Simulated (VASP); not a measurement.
Level of theory: r2SCAN meta-GGA, VASP's PBE PAW potentials (set 64) (plane waves; VASP).

Input for VASP

INCAR:
```
SYSTEM = CaF2
PREC = Accurate
ENCUT = 600
EDIFF = 1E-7
NELM = 100
ALGO = Normal
LREAL = .FALSE.
LASPH = .TRUE.
ISMEAR = 0
SIGMA = 0.05
METAGGA = R2SCAN
LMIXTAU = .TRUE.
LWAVE = .FALSE.
LCHARG = .FALSE.
ISIF = 2
```

KPOINTS:
```
Automatic mesh
0
Gamma
6 6 6
0 0 0
```

File POSCAR:
```
CaF2
1.0
  0.0000000000   2.7267856027   2.7267856027
  2.7267856027   0.0000000000   2.7267856027
  2.7267856027   2.7267856027   0.0000000000
Ca F
1 2
Cart
  2.7267856027   2.7267856027   5.4535712054
  1.3633928014   1.3633928014   1.3633928014
  4.0901784041   4.0901784041   4.0901784041
```

POTCAR, in this order: Ca_sv F (PBE.64 set). Program: vasp_std.

Output

**OUTCAR**
```
 ion  position               nearest neighbor table
   1  0.000  0.000  0.000-   3 2.36   3 2.36   3 2.36   2 2.36   3 2.36   2 2.36   2 2.36   2 2.36
  LATTYP: Found a face centered cubic cell.
 ALAT       =     5.4535712054
 Subroutine PRICEL returns:
 Original cell was already a primitive cell.
 Subroutine GETGRP returns: Found 48 space group operations
The static configuration has the point symmetry O_h .
The dynamic configuration has the point symmetry O_h .
 Subroutine INISYM returns: Found 48 space group operations
 Subroutine IBZKPT returns following result:
 Found     16 irreducible k-points:

 Following reciprocal coordinates:
            Coordinates               Weight
  0.000000  0.000000  0.000000      1.000000
  0.166667  0.000000  0.000000      8.000000
  0.333333  0.000000  0.000000      8.000000
  0.500000  0.000000  0.000000      4.000000
  0.166667  0.166667  0.000000      6.000000
  0.333333  0.166667  0.000000     24.000000
  0.500000  0.166667  0.000000     24.000000
 -0.333333  0.166667  0.000000     24.000000
 -0.166667  0.166667  0.000000     12.000000
  0.333333  0.333333  0.000000      6.000000
...
```

**OSZICAR**
```
       N       E                     dE             d eps       ncg     rms          rms(c)
DAV:   1     0.234220811318E+03    0.23422E+03   -0.15454E+04   512   0.174E+03
DAV:   2    -0.227139215250E+02   -0.25693E+03   -0.25266E+03   648   0.424E+02
DAV:   3    -0.333337449275E+02   -0.10620E+02   -0.10609E+02   664   0.961E+01
DAV:   4    -0.337668516831E+02   -0.43311E+00   -0.43297E+00   800   0.141E+01
DAV:   5    -0.337697551895E+02   -0.29035E-02   -0.29035E-02   648   0.125E+00    0.702E+00
DAV:   6    -0.262162622820E+02    0.75535E+01   -0.36762E+00   696   0.192E+01    0.311E+00
DAV:   7    -0.263792113371E+02   -0.16295E+00   -0.24244E+00   512   0.161E+01    0.240E+00
DAV:   8    -0.258438584141E+02    0.53535E+00   -0.63182E-01   512   0.102E+01    0.123E+00
DAV:   9    -0.255372211318E+02    0.30664E+00   -0.58233E-01   568   0.722E+00    0.125E+00
DAV:  10    -0.259686032913E+02   -0.43138E+00   -0.63135E-01   568   0.763E+00    0.435E-01
DAV:  11    -0.259385281905E+02    0.30075E-01   -0.14587E-02   608   0.155E+00    0.387E-01
DAV:  12    -0.259550229492E+02   -0.16495E-01   -0.18851E-02   512   0.155E+00    0.625E-02
DAV:  13    -0.259558645946E+02   -0.84165E-03   -0.20983E-03   632   0.498E-01    0.350E-02
DAV:  14    -0.259558632247E+02    0.13699E-05   -0.60119E-05   744   0.696E-02    0.369E-02
DAV:  15    -0.259560485909E+02   -0.18537E-03   -0.12056E-04   512   0.152E-01    0.275E-02
DAV:  16    -0.259560561278E+02   -0.75369E-05   -0.11964E-04   528   0.108E-01    0.306E-02
DAV:  17    -0.259560658965E+02   -0.97686E-05   -0.35329E-05   544   0.673E-02    0.340E-02
DAV:  18    -0.259560689983E+02   -0.31019E-05   -0.94286E-07   744   0.987E-03    0.350E-02
DAV:  19    -0.259560755161E+02   -0.65177E-05   -0.44278E-06   512   0.248E-02    0.448E-02
DAV:  20    -0.259560757317E+02   -0.21565E-06   -0.37669E-07   680   0.585E-03    0.470E-02
DAV:  21    -0.259560761358E+02   -0.40406E-06   -0.11351E-06   536   0.143E-02    0.399E-02
DAV:  22    -0.259560731133E+02    0.30225E-05   -0.10882E-05   616   0.430E-02    0.145E-02
DAV:  23    -0.259560717044E+02    0.14089E-05   -0.26143E-06   704   0.201E-02    0.625E-03
DAV:  24    -0.259560698855E+02    0.18189E-05   -0.78180E-07   760   0.102E-02    0.246E-03
DAV:  25    -0.259560694968E+02    0.38870E-06   -0.28845E-07   520   0.666E-03    0.181E-03
DAV:  26    -0.259560697053E+02   -0.20852E-06   -0.67304E-08   384   0.399E-03    0.122E-03
DAV:  27    -0.259560698561E+02   -0.15075E-06   -0.41653E-08   280   0.207E-03    0.493E-04
DAV:  28    -0.259560699443E+02   -0.88258E-07   -0.11439E-08   264   0.113E-03
   1 F= -.25956070E+02 E0= -.25956070E+02  d E =-.284426E-11
```

### OUTCAR
```
------------------------ aborting loop because EDIFF is reached ----------------------------------------
  FORCE on cell =-STRESS in cart. coord.  units (eV):
  Direction    XX          YY          ZZ          XY          YZ          ZX
  --------------------------------------------------------------------------------------
  Total       -0.0644407     -0.0644407     -0.0644407      0.0000000     -0.0000000     -0.0000000
  in kB       -2.5461713     -2.5461713     -2.5461713      0.0000000     -0.0000000     -0.0000000
  external PRESSURE =      -2.5461713 kB  Pullay stress =       0.0000000 kB
  volume of cell :       40.55
      direct lattice vectors                 reciprocal lattice vectors
     0.000000000  2.726785603  2.726785603    -0.183366085  0.183366085  0.183366085
     2.726785603  0.000000000  2.726785603     0.183366085 -0.183366085  0.183366085
     2.726785603  2.726785603  0.000000000     0.183366085  0.183366085 -0.183366085
 POSITION                                       TOTAL-FORCE (eV/Angst)
 -----------------------------------------------------------------------------------
      0.00000      0.00000      0.00000         0.000000     -0.000000     -0.000000
      1.36339      1.36339      1.36339         0.000000      0.000000      0.000000
      4.09018      4.09018      4.09018        -0.000000     -0.000000     -0.000000
 -----------------------------------------------------------------------------------
    total drift:                                0.000000     -0.000000      0.000000
  FREE ENERGIE OF THE ION-ELECTRON SYSTEM (eV)
  ---------------------------------------------------
  free  energy   TOTEN  =       -25.9560699443 eV

  energy  without entropy=      -25.9560699443  energy(sigma->0) =      -25.95606994
```
(Selected blocks of OUTCAR.)

The compound is CaF2 in the fluorite structure. It was relaxed first.
